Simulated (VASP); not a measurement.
# VASP inputs for SrTiO$_{3}$ (strained cubic perovskite)

INCAR

```
SIGMA = 0.02
ISIF = 2
EDIFF = 1E-7
PREC = Accurate
NSW = 0
LCHARG = .FALSE.
LREAL = .FALSE.
NBANDS = 28
NELM = 120
ENCUT = 520
ISMEAR = -1
GGA = PE
LASPH = .TRUE.
LWAVE = .FALSE.
IBRION = -1
```

KPOINTS

```
KPOINTS created by Atomic Simulation Environment
0
Gamma
6 6 6
0 0 0
```

KPOINTS_OPT

```
special points
4
Reciprocal
0.0000000000 0.0000000000 0.0000000000 1
0.0000000000 0.5000000000 0.0000000000 1
0.5000000000 0.5000000000 0.0000000000 1
0.5000000000 0.5000000000 0.5000000000 1
```

POSCAR

```
Sr Ti O
 1.0000000000000000
     3.9849885316000000    0.0000000000000000    0.0000000000000000
     0.0000000000000000    3.9849885316000000    0.0000000000000000
     0.0000000000000000    0.0000000000000000    3.9849885316000000
 Sr  Ti  O
   1   1   3
Cartesian
  0.0000000000000000  0.0000000000000000  0.0000000000000000
  1.9924942657999998  1.9924942657999998  1.9924942657999998
  1.9924942657999998  1.9924942657999998  0.0000000000000000
  1.9924942657999998  0.0000000000000000  1.9924942657999998
  0.0000000000000000  1.9924942657999998  1.9924942657999998
```

VASP ran with the recommended PBE PAW datasets (40 valence electrons in the cell).

Task: What does this run give?

Result: gap between bands v and c 1.74 eV; least direct gap 2.12 eV; pressure -5.2 GPa.

Band v is the last that the valence electrons fill when counted band by band, and c is the next. Levels in eV from the top of v:

```tsv
point	v−1	v	c	c+1
Γ	-0.39	-0.39	1.74	1.74
X	-0.73	-0.73	1.88	3.47
M	-1.50	-0.08	3.48	3.48
R	0.00	0.00	4.08	4.08
```
